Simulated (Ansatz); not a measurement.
## BaTiO3: relaxation (Ansatz)

input.yaml:

```yaml
crystal:
  lattice:
    - [3.9981585, 0.01131069, 3.98678807]
    - [0.01134056, 3.98679803, 0.0]
    - [3.97547738, -0.01131069, -3.98678807]
  atoms:
    - { symbol: Ba, position: [0.0, 0.0, 0.0] }
    - { symbol: Ba, position: [0.5, 0.0, 0.5] }
    - { symbol: Ti, position: [0.4845, 0.4845, 0.0] }
    - { symbol: Ti, position: [0.9845, 0.4845, 0.5] }
    - { symbol: O, position: [0.26305, 0.5086, 0.24555] }
    - { symbol: O, position: [0.76305, 0.5086, 0.74555] }
    - { symbol: O, position: [0.26305, 0.5086, 0.75445] }
    - { symbol: O, position: [0.76305, 0.5086, 0.25445] }
    - { symbol: O, position: [0.0086, 0.0175, 0.5] }
    - { symbol: O, position: [0.5086, 0.0175, 0.0] }
kpoints:
  mp_grid: { grid: [3, 5, 3], shift: [0, 0, 0] }
magnetization:
  spin_polarized: true
scf:
  occupations: { method: fermi_dirac }
  lower_state_search: "off"
hamiltonian:
  pseudopotentials: { kind: paw }
  xc: r2scan
  hubbard:
    projectors: all-electron-ortho-atomic
    sites: [{ species: Ti, l: d, u_eff: 4.6 }]
basis:
  ecutwfc: 500
  fft_grid_basis: typed
relax:
  max_steps: 40
  cell: { p_target: 0.0 }
  f_tol: 0.03
output:
  forces: true
  stress: true
  eigenvalues: true
  bader: true
  populations: true
  elf: true
  write_potential: true
  volumetric_format: npy
  dos:
    e_range: [-12, 8]
    de: 0.05
    projected: { site_lists: { Ba: [Ba], O: [O], Ti: [Ti] } }
checkpoint:
  read: saved_state
```

Launch command:

```bash
ansatz run input.yaml --threads 2 --pin off --max-ram 4096MiB --backend cpu --events-out ev --progress --plain --runs-dir out
```

Origin of the cell: a database entry, scaled a little.

The smearing width isn't typed, so it takes its default of 0.1 eV.

The saved state is a converged single point of the same cell.

Steps («new basis» is an SCF on plane waves selected anew at the same cell):

| step | ΔF (meV/atom) | max force component (eV/Å) | P (GPa) | volume (Å³) | SCF iterations | step was |
| --- | --- | --- | --- | --- | --- | --- |
| 1 | 0.0 | 0.472 | 6.20 | 126.74 | 7 | accepted |
| 2 | -3.6 | 0.321 | -0.43 | 131.77 | 7 | accepted |
| 3 | -8.6 | 0.159 | 0.17 | 130.88 | 6 | accepted |
| 4 | -8.9 | 0.166 | 0.08 | 130.81 | 5 | accepted |
| 5 | -9.9 | 0.059 | -0.60 | 130.19 | 6 | accepted |
| 6 | -10.9 | 0.043 | -0.09 | 129.63 | 5 | accepted |
| 7 | -11.0 | 0.020 | 0.04 | 129.41 | 5 | accepted |
| 8 | -11.1 | 0.005 | -0.01 | 129.32 | 7 | accepted |
| 9 | -11.2 | 0.004 | -0.02 | 129.32 | 6 | new basis |

Before:

Space group R3m (No. 160); the run's cell has a = 5.646 Å, b = 3.987 Å, c = 5.630 Å, α = 90.00°, β = 90.00°, γ = 89.77°. Shortest distances: O–Ti 1.87 Å, O–O 2.76 Å, Ba–O 2.78 Å, Ba–Ti 3.36 Å.

The relaxed structure.

Space group R3m (No. 160); the run's cell has a = 5.681 Å, b = 4.011 Å, c = 5.675 Å, α = 90.00°, β = 90.00°, γ = 89.92°. Shortest distances: O–Ti 1.93 Å, Ba–O 2.80 Å, O–O 2.81 Å, Ba–Ti 3.43 Å.

```yaml
crystal:
  lattice:
    - [4.02279, 0.00370, 4.01137]
    - [0.00757, 4.01122, -0.00383]
    - [4.00717, -0.01140, -4.01857]
  atoms:
    - { symbol: Ba, position: [0.00008, 0.00050, 0.00000] }
    - { symbol: Ba, position: [0.50008, 0.00050, 0.50000] }
    - { symbol: Ti, position: [0.49327, 0.49434, 0.00000] }
    - { symbol: Ti, position: [0.99327, 0.49434, 0.50000] }
    - { symbol: O, position: [0.25942, 0.50657, 0.24744] }
    - { symbol: O, position: [0.75942, 0.50657, 0.74744] }
    - { symbol: O, position: [0.25942, 0.50657, 0.75256] }
    - { symbol: O, position: [0.75942, 0.50657, 0.25256] }
    - { symbol: O, position: [0.00701, 0.01122, 0.50000] }
    - { symbol: O, position: [0.50701, 0.01122, 0.00000] }
```

| Item | Value |
| --- | --- |
| Free energy lowered by | 11.2 meV/atom |
| Volume change | 2.04 % |
| Final pressure | -0.02 GPa |
| Relaxation steps listed | 9 |

Caveats: spin is on but no moment was typed; the relaxation held the start's symmetry, so the end may be a saddle point.

Time: 160 s of wall time on 2 CPU thread(s) of a shared host, from a saved density.
